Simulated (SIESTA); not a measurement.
AlN: band structure with LDA

**The experiment to reproduce.**

From “Structural and optical properties of self-assembled AlN nanowires grown on SiO2/Si substrates by molecular beam epitaxy”, 2024, arxiv:2402.00216, for a bulk crystal of AlN at 0 K: band gap 6.0343 eV (an exciton energy, a little under the gap).

AlN:

```xyz
4
Lattice="3.1130 0.0000 0.0000 -1.5565 2.6959 0.0000 0.0000 0.0000 4.9810" Properties=species:S:1:pos:R:3 pbc="T T T"
Al    1.5565    0.8986    2.4905
Al    0.0000    1.7973    0.0000
N     1.5565    0.8986    4.3833
N     0.0000    1.7973    1.8928
```

```yaml
Program: SIESTA 5.4.2
Task: band structure
Functional: LDA
Potentials_or_basis: PseudoDojo 0.4 standard (LDA files)
Basis: DZP (energy shift 0.003 Ry)
Grid_cutoff: 800 Ry
Energy_shift: 0.003 Ry
k_mesh: 10 × 10 × 6
Occupations: fermi-dirac, width 0.05 eV
Spin: no spin polarisation
```

```
Pressure                : -3.8 GPa
Largest force           : 0.118 eV/Å
Band gap on the k mesh  : 4.42 eV, direct
Band gap along the path : 4.42 eV, direct
Hirshfeld charges       : Al +0.34; N -0.34 e
Voronoi charges         : Al +0.44; N -0.44 e
```

Forces in eV/Å, atoms in the order of the input:
```
Al   0.000  0.000 -0.118
Al   0.000  0.000 -0.118
N    0.000  0.000  0.118
N    0.000  0.000  0.118
```

Stress tensor (GPa, compression positive):
```
-4.42  0.00  0.00
 0.00 -4.42  0.00
 0.00  0.00 -2.43
```

Levels at the corners of the path, in eV from the valence-band top:
```
point  band 5  band 6  band 7  band 8  band 9  band 10  band 11  band 12
    Γ   -0.89   -0.24   -0.24    0.00    4.42     6.66    10.85    10.93
    M   -3.44   -2.16   -1.86   -0.73    5.65     5.66     8.31    10.19
    K   -3.85   -2.51   -2.47   -2.47    4.87     8.21     9.66     9.66
    Γ   -0.89   -0.24   -0.24    0.00    4.42     6.66    10.85    10.93
    A   -0.58   -0.58   -0.58   -0.58    6.60     6.60    10.36    10.36
    L   -1.52   -1.52   -1.43   -1.43    5.22     5.22     9.19     9.19
    H   -3.94   -3.94   -0.86   -0.86    7.32     7.32     7.79     7.79
    A   -0.58   -0.58   -0.58   -0.58    6.60     6.60    10.36    10.36
    L   -1.52   -1.52   -1.43   -1.43    5.22     5.22     9.19     9.19
    M   -3.44   -2.16   -1.86   -0.73    5.65     5.66     8.31    10.19
    K   -3.85   -2.51   -2.47   -2.47    4.87     8.21     9.66     9.66
    H   -3.94   -3.94   -0.86   -0.86    7.32     7.32     7.79     7.79
```

Run time: 2.5 min on 1 thread of Intel(R) Xeon(R) 6975P-C (Granite Rapids), with other jobs on the host, peak memory 0.53 GiB.

Measured gap of AlN: 6.0343 eV (an exciton energy, a little under the gap; 0 K; quoted in “Structural and optical properties of self-assembled AlN nanowires grown on SiO2/Si substrates by molecular beam epitaxy”, 2024, arxiv:2402.00216). This calculation gives 4.42 eV (-1.62 eV). 2 values of this kind are on record (6.034 to 6.0343 eV); this one was drawn at random. The value is that of LDA in an atomic basis (PseudoDojo 0.4 standard (LDA files), DZP (energy shift 0.003 Ry)), whose error adds to the functional's,, without temperature or zero-point motion. Semilocal functionals fall short of measured gaps as a rule.

Caveat: Mulliken charges of long-ranged orbitals can have an unphysical sign; the basis of atomic orbitals isn't converged, which shifts pressures, moduli and gaps.
